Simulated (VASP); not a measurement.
Write the native input for VASP 6.6.1 that does the following.

| Property | Result |
| --- | --- |
| Task | single point |
| Functional | PBEsol |
| Potentials or basis | VASP PAW PBE potentials, release 64 (Rh_pv) |
| Cutoff | 520 eV |
| k mesh | 18 × 18 × 18 |
| Occupations | gaussian, width 0.1 eV |
| Spin | no spin polarisation |
| Further INCAR settings | ALGO = Fast; EDIFF = 1e-06; NBANDS = 14 |

The structure of Rh lies in POSCAR:

```
Rh
1.0
    0.0000000000      1.9029860900      1.9029860900
    1.9029860900      0.0000000000      1.9029860900
    1.9029860900      1.9029860900      0.0000000000
Rh
1
Direct
    0.0000000000      0.0000000000      0.0000000000
```

These files were run (other wordings do the same):

INCAR

```
ALGO = Fast
EDIFF = 1E-6
ENCUT = 520
GGA = PS
ISIF = 2
ISMEAR = 0
LASPH = T
LCHARG = F
LREAL = F
LWAVE = F
NBANDS = 14
NELM = 60
PREC = Accurate
SIGMA = 0.1
```

KPOINTS

```
k-points
0
Gamma
  18 18 18
```

Potentials or basis: VASP PAW PBE potentials, release 64 (Rh_pv).

Run with:

```bash
$ cat potpaw_PBE.64/Rh_pv/POTCAR > POTCAR
$ mpirun -np 1 vasp_std > vasp.out
```

Results of the run:

```
Pressure               : -6.0 GPa
Band gap on the k mesh : none (metal or under the smearing width)
```

Caveat: the PAW data sets were made with another functional, which shifts forces and pressure a little.

It took 12 s on 1 thread of Intel(R) Xeon(R) 6975P-C (Granite Rapids) (shared host), peak memory 0.15 GiB.
